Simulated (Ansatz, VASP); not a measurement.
**One calculation of AlAs, two programs**

```
As Al
1.0
     0.00000    2.83040    2.83040
     2.83040    0.00000    2.83040
     2.83040    2.83040    0.00000
As Al
1 1
Direct
  0.75000 0.75000 0.75000
  0.00000 0.00000 0.00000
```

Alike in both runs: task single point; functional PBE; k mesh 8 × 8 × 8; occupations fermi-dirac, width 0.05 eV; no spin polarisation.

|  | VASP | Ansatz |
| --- | --- | --- |
| version | VASP 6.6.1 | Ansatz 0.2.0 |
| potentials or method | VASP PAW PBE potentials, release 64 (As, Al) | Ansatz PAW |
| plane-wave cutoff (eV) | 520 | 420 |
| valence electrons in the cell | 8 | 18 |

Ansatz gave:

| Item | Value |
| --- | --- |
| gap on the k mesh at the Fermi level (eV) | 1.44 |
| least direct gap on the mesh (eV) | 2.05 |
| pressure (GPa) | 2.6 |

Question: What did VASP give for the same quantities?

Answer: gap on the k mesh at the Fermi level (eV): 1.43; least direct gap on the mesh (eV): 2.06; pressure (GPa): 2.8.

With one functional, cell and mesh, what is left measures potentials, basis and numerics. The two sets of potentials don't hold the same shells in valence.

A k mesh can miss the band edges. PBE gaps usually lie below the measured ones, often by a third to a half.
